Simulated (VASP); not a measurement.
Runs of VASP 6.6.1 on SrO. It takes space group Fm-3m (No. 225, cubic). Conventional cell: a = 5.161 Å, b = 5.161 Å, c = 5.161 Å, α = 90.00°, β = 90.00°, γ = 90.00°. Around Sr (site symmetry m-3m) lie 6 O at 2.58 Å. O (site symmetry m-3m) has 6 Sr at 2.58 Å as nearest neighbours. 

| task | level | potentials or basis | cell | k mesh | cutoff (eV) | mesh quality | gap on the mesh (eV) | pressure (GPa) | relaxed volume (Å³/atom) |
| --- | --- | --- | --- | --- | --- | --- | --- | --- | --- |
| relaxation of cell and atoms | PBEsol | VASP PAW PBE potentials, release 64 (Sr_sv, O) | relaxed | 4 × 4 × 4 | 600 | coarse | 3.15 | 0.0 | 16.90 |
| relaxation of cell and atoms | LDA | VASP PAW LDA potentials, release 64 (Sr_sv, O) | relaxed | 8 × 8 × 8 | 600 | not flagged | 3.07 | 0.0 | (b) |
| single point | PBEsol | VASP PAW PBE potentials, release 64 (Sr_sv, O) | as given | 8 × 8 × 8 | 520 | not flagged | 3.16 | -1.4 | - |
| relaxation of cell and atoms | PBEsol | VASP PAW PBE potentials, release 64 (Sr_sv, O_s) | relaxed | 8 × 8 × 8 | 480 | not flagged | 3.16 | 0.0 | 16.90 |
| relaxation of cell and atoms | RPBE | VASP PAW PBE potentials, release 64 (Sr_sv, O) | relaxed | 8 × 8 × 8 | 600 | not flagged | (a) | 0.0 | 18.25 |
| relaxation of cell and atoms | PBEsol | VASP PAW PBE potentials, release 64 (Sr_sv, O) | relaxed | 8 × 8 × 8 | 580 | not flagged | 3.15 | 0.0 | 16.90 |
| relaxation of cell and atoms | PBEsol | VASP PAW PBE potentials, release 64 (Sr_sv, O) | relaxed | 8 × 8 × 8 | 600 | not flagged | 3.15 | 0.0 | 16.90 |

Alike in all rows: no spin polarisation; smearing gaussian 0.02 eV.

Fill in the values left out.

(a) 3.41; (b) 16.34.

Caveats: some runs use coarse meshes; the PAW data sets were made with another functional, which shifts forces and pressure a little (some runs).

A k mesh can miss the band edges, and the runs leave out spin-orbit coupling on Sr.

Runs at the PBE level aren't shown here.
